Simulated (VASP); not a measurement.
**BN (zincblende): a LDA relaxation of cell and atoms in VASP**

INCAR

```
ENCUT = 600
GGA = CA
LCHARG = .FALSE.
ISIF = 3
NBANDS = 11
SIGMA = 0.02
EDIFFG = -5E-3
NSW = 40
LREAL = .FALSE.
LWAVE = .FALSE.
IBRION = 2
LASPH = .TRUE.
EDIFF = 1E-7
ISMEAR = -1
NELM = 120
PREC = Accurate
```

KPOINTS

```
KPOINTS created by Atomic Simulation Environment
0
Gamma
10 10 10
0 0 0
```

POSCAR

```
B  N
 1.0000000000000000
    -0.0000000000000000    1.8122639363159465    1.8122639363159465
     1.8122639363159465    0.0000000000000000    1.8122639363159465
     1.8122639363159465    1.8122639363159465    0.0000000000000000
 B   N
   1   1
Cartesian
  0.0000000000000000 -0.0000000000000000 -0.0000000000000000
  0.9061319681579733  0.9061319681579733  0.9061319681579733
```

VASP ran with the recommended LDA PAW datasets (8 valence electrons in the cell).

Command

```
mpirun -np 1 vasp_std
```

OSZICAR

```
N       E                     dE             d eps       ncg     rms          rms(c)
DAV:   1     0.110233354892E+02    0.11023E+02   -0.53598E+03  1050   0.810E+02
DAV:   2    -0.200887736862E+02   -0.31112E+02   -0.29905E+02  1302   0.163E+02
DAV:   3    -0.205961359813E+02   -0.50736E+00   -0.50640E+00  1217   0.175E+01
DAV:   4    -0.205967516136E+02   -0.61563E-03   -0.61562E-03  1124   0.728E-01
DAV:   5    -0.205967521891E+02   -0.57551E-06   -0.57552E-06  1184   0.215E-02    0.664E+00
DAV:   6    -0.195670602522E+02    0.10297E+01   -0.32212E+00  1037   0.103E+01    0.315E+00
DAV:   7    -0.194489089316E+02    0.11815E+00   -0.95294E-02  1172   0.254E+00    0.179E+00
DAV:   8    -0.194165436514E+02    0.32365E-01   -0.45774E-02  1154   0.146E+00    0.188E-01
DAV:   9    -0.194163940877E+02    0.14956E-03   -0.90815E-04  1127   0.267E-01    0.831E-02
DAV:  10    -0.194163778177E+02    0.16270E-04   -0.45278E-05  1160   0.623E-02    0.145E-02
DAV:  11    -0.194163782905E+02   -0.47277E-06   -0.11939E-06  1139   0.789E-03    0.634E-03
DAV:  12    -0.194163782493E+02    0.41180E-07   -0.35832E-07   834   0.352E-03
   1 F= -.19416378E+02 E0= -.19416378E+02  d E =-.194164E+02
```

From OUTCAR

```
k-points           NKPTS =     47   k-points in BZ     NKDIM =     47   number of bands    NBANDS=     11

   NELECT =       8.0000    total number of electrons

   dimension x,y,z NGX =    20 NGY =   20 NGZ =   20
   dimension x,y,z NGXF=    40 NGYF=   40 NGZF=   40

  energy-cutoff  :      600.00
  volume of cell :       11.50
      direct lattice vectors                 reciprocal lattice vectors
     0.000000000  1.791419503  1.791419503    -0.279108271  0.279108271  0.279108271
     1.791419503  0.000000000  1.791419503     0.279108271 -0.279108271  0.279108271
     1.791419503  1.791419503  0.000000000     0.279108271  0.279108271 -0.279108271

 k-points in reciprocal lattice and weights: KPOINTS created by Atomic Simulation Env
   0.00000000  0.00000000  0.00000000       0.001
   0.10000000  0.00000000  0.00000000       0.008
   0.20000000  0.00000000  0.00000000       0.008
   0.30000000  0.00000000  0.00000000       0.008
   0.40000000  0.00000000  0.00000000       0.008
   0.50000000  0.00000000  0.00000000       0.004
   0.10000000  0.10000000  0.00000000       0.006
   0.20000000  0.10000000  0.00000000       0.024
   ...

 E-fermi :   8.1272

 k-point     1 :       0.0000    0.0000    0.0000
  band No.  band energies     occupation
      1     -12.6486      2.00000
      2       7.7274      2.00000
      3       7.7274      2.00000
      4       7.7274      2.00000
      5      16.5371      0.00000
      6      16.5371      0.00000
      7      16.5371      0.00000
      8      18.6063      0.00000
      9      32.7267      0.00000
     10      35.8464      0.00000
     11      35.8464      0.00000

 k-point     2 :       0.1000    0.0000    0.0000
  band No.  band energies     occupation
      1     -12.3995      2.00000
      2       6.4438      2.00000
      3       7.4639      2.00000
      4       7.4639      2.00000
      5      16.8904      0.00000
      6      16.9331      0.00000
      7      16.9331      0.00000
      8      19.3301      0.00000
      9      32.2814      0.00000
     10      33.0581      0.00000
     11      33.0581      0.00000

 k-point     3 :       0.2000    0.0000    0.0000
  band No.  band energies     occupation
      1     -11.6647      2.00000
      2       3.6879      2.00000
      3       6.8738      2.00000
      4       6.8738      2.00000
      5      17.4001      0.00000
      6      17.7470      0.00000
      7      17.7470      0.00000
      8      20.8636      0.00000
      9      31.4525      0.00000
     10      31.5496      0.00000
     11      31.5496      0.00000

 k-point     4 :       0.3000    0.0000    0.0000
  band No.  band energies     occupation
      1     -10.4971      2.00000
      2       0.6700      2.00000
      3       6.2792      2.00000
      4       6.2792      2.00000
      5      17.8549      0.00000
      6      18.3161      0.00000
      7      18.3161      0.00000
      8      22.1192      0.00000
      9      31.0047      0.00000
     10      31.8123      0.00000
     11      31.8123      0.00000

 k-point     5 :       0.4000    0.0000    0.0000
  band No.  band energies     occupation
      1      -9.0854      2.00000
      2      -1.9632      2.00000
      3       5.8712      2.00000
      4       5.8712      2.00000
      5      18.1769      0.00000
      6      18.4512      0.00000
      7      18.4512      0.00000
      8      22.8031      0.00000
      9      31.0572      0.00000
     10      33.5155      0.00000
     11      33.5155      0.00000

 k-point     6 :       0.5000    0.0000    0.0000
  band No.  band energies     occupation
      1      -8.2376      2.00000
      2      -3.2335      2.00000
      3       5.7284      2.00000
      4       5.7284      2.00000
      5      18.2904      0.00000
      6      18.4391      0.00000
      7      18.4391      0.00000
      8      23.0151      0.00000
      9      31.1978      0.00000
     10      34.8210      0.00000
     11      34.8283      0.00000

 k-point     7 :       0.1000    0.1000    0.0000
  band No.  band energies     occupation
      1     -12.3167      2.00000
      2       6.9159      2.00000
      3       6.9370      2.00000
      4       6.9370      2.00000
      5      16.0897      0.00000
      6      17.5995      0.00000
      7      17.5995      0.00000
      8      19.3990      0.00000
      9      29.7835      0.00000
     10      33.7086      0.00000
     11      36.3109      0.00000

 k-point     8 :       0.2000    0.1000    0.0000
  band No.  band energies     occupation
      1     -11.7442      2.00000
      2       4.6387      2.00000
      3       6.2135      2.00000
      4       6.7775      2.00000
      5      16.1997      0.00000
      6      18.3981      0.00000
      7      18.6284      0.00000
      8      20.3967      0.00000
      9      28.0664      0.00000
     10      33.7148      0.00000
     11      34.5594      0.00000

 k-point     9 :       0.3000    0.1000    0.0000
  band No.  band energies     occupation
      1     -10.7184      2.00000
      2       1.7500      2.00000
      3       5.6150      2.00000
      4       6.1899      2.00000
      5      16.8191      0.00000
      6      18.9062      0.00000
      7      19.3519      0.00000
      8      21.4083      0.00000
      9      28.1556      0.00000
     10      33.3139      0.00000
     11      34.1092      0.00000

 k-point    10 :       0.4000    0.1000    0.0000
  band No.  band energies     occupation
      1      -9.3625      2.00000
      2      -1.0021      2.00000
      3       5.3030      2.00000
      4       5.5185      2.00000
      5      17.2872      0.00000
      6      19.1341      0.00000
      7      19.4669      0.00000
      8      22.4250      0.00000
      9      29.2206      0.00000
     10      33.4405      0.00000
     11      34.9885      0.00000

 k-point    11 :       0.5000    0.1000    0.0000
  band No.  band energies     occupation
      1      -8.1832      2.00000
      2      -2.8555      2.00000
      3       4.9974      2.00000
      4       5.3276      2.00000
      5      17.6037      0.00000
      6      19.1543      0.00000
      7      19.2203      0.00000
      8      23.2396      0.00000
      9      29.9764      0.00000
     10      34.4490      0.00000
     11      35.0699      0.00000

 k-point    12 :      -0.4000    0.1000    0.0000
  band No.  band energies     occupation
      1      -8.4852      2.00000
      2      -2.4165      2.00000
      3       4.7510      2.00000
      4       5.6713      2.00000
      5      18.0181      0.00000
      6      18.9033      0.00000
      7      19.0008      0.00000
      8      23.2011      0.00000
      9      30.3152      0.00000
     10      32.7682      0.00000
     11      34.7814      0.00000

 k-point    13 :      -0.3000    0.1000    0.0000
  band No.  band energies     occupation
      1      -9.8359      2.00000
      2      -0.1379      2.00000
      3       4.8415      2.00000
      4       6.2600      2.00000
      5      18.4411      0.00000
      6      18.5011      0.00000
      7      18.6718      0.00000
      8      22.3709      0.00000
      9      30.3508      0.00000
     10      30.4685      0.00000
     11      34.7284      0.00000

 k-point    14 :      -0.2000    0.1000    0.0000
  band No.  band energies     occupation
      1     -11.1069      2.00000
      2       2.6988      2.00000
      3       5.2912      2.00000
      4       6.9442      2.00000
      5      17.8258      0.00000
      6      17.9942      0.00000
      7      18.5819      0.00000
      8      21.3027      0.00000
      9      29.6336      0.00000
     10      30.1752      0.00000
     11      34.6023      0.00000

 k-point    15 :      -0.1000    0.1000    0.0000
  band No.  band energies     occupation
      1     -11.9885      2.00000
      2       5.2523      2.00000
      3       6.1958      2.00000
      4       7.4548      2.00000
      5      17.0875      0.00000
      6      17.2427      0.00000
      7      17.9692      0.00000
      8      20.1859      0.00000
      9      30.5972      0.00000
     10      30.7809      0.00000
     11      34.5291      0.00000

 k-point    16 :       0.2000    0.2000    0.0000
  band No.  band energies     occupation
      1     -11.3403      2.00000
      2       4.9726      2.00000
      3       5.3760      2.00000
      4       5.3760      2.00000
      5      15.1336      0.00000
      6      19.9470      0.00000
      7      19.9470      0.00000
      8      20.0404      0.00000
      9      26.2693      0.00000
     10      34.7813      0.00000
     11      37.7030      0.00000

 ...

  Total       -0.0030966     -0.0030966     -0.0030966      0.0000000      0.0000000     -0.0000000
  in kB       -0.4314988     -0.4314988     -0.4314988      0.0000000      0.0000000     -0.0000000
  external PRESSURE =      -0.4314988 kB  Pullay stress =       0.0000000 kB

 POSITION                                       TOTAL-FORCE (eV/Angst)
 -----------------------------------------------------------------------------------
      0.00000      0.00000      0.00000        -0.000000     -0.000000     -0.000000
      0.89571      0.89571      0.89571         0.000000      0.000000      0.000000
 -----------------------------------------------------------------------------------
    total drift:                               -0.000000     -0.000000     -0.000000

  FREE ENERGIE OF THE ION-ELECTRON SYSTEM (eV)
  ---------------------------------------------------
  free  energy   TOTEN  =       -19.4163782493 eV

  energy  without entropy=      -19.4163782493  energy(sigma->0) =      -19.41637825
```

CONTCAR

```
B  N
   1.00000000000000
     0.0000000000000000    1.7914195027857265    1.7914195027857265
     1.7914195027857265    0.0000000000000000    1.7914195027857265
     1.7914195027857265    1.7914195027857265    0.0000000000000000
  B               N
     1     1
Direct
     0.0000000000000000    0.0000000000000000    0.0000000000000000
     0.2500000000000000    0.2500000000000000    0.2500000000000000

  0.00000000E+00  0.00000000E+00  0.00000000E+00
  0.00000000E+00  0.00000000E+00  0.00000000E+00
```

```yaml
relaxed_cell_vector_lengths: 2.533, 2.533, 2.533 Å
relaxed_cell_volume: 11.50 Å³
```

The run was restarted once from its relaxed cell; OSZICAR and OUTCAR are the second run's.

The run (the restart alone) took about 7.5 s on one core of a shared host (Intel Xeon Platinum 8488C) and held 0.11 GiB at most.
